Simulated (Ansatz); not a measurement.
The system is Al2Pt.

```
Pt Al
1.0
     0.00000    2.95500    2.95500
     2.95500    0.00000    2.95500
     2.95500    2.95500    0.00000
Pt Al
1 2
Direct
  0.00000 0.00000 0.00000
  0.75000 0.75000 0.75000
  0.25000 0.25000 0.25000
```

Base run:

- Program: Ansatz 0.2.0
- Functional: PBE
- Potentials or basis: all-electron LAPW, scalar-relativistic
- Cutoff: 257 eV
- Density cutoff: 1026 eV
- Basis error allowed: 0.001 eV/atom
- k mesh: 8 × 8 × 8
- Occupations: fermi-dirac, width 0.05 eV
- Spin: no spin polarisation

Its results: band gap on the k mesh none (metal or under the smearing width); pressure 2.5 GPa.

Question: The run is repeated on the same cell with these changes: functional from PBE to PBEsol. What comes out?

Answer: Band gap on the k mesh none (metal or under the smearing width); pressure -0.9 GPa.

PBEsol binds more tightly than PBE, so the same cell stands under less pressure.

Not every run made on this cell is shown here.
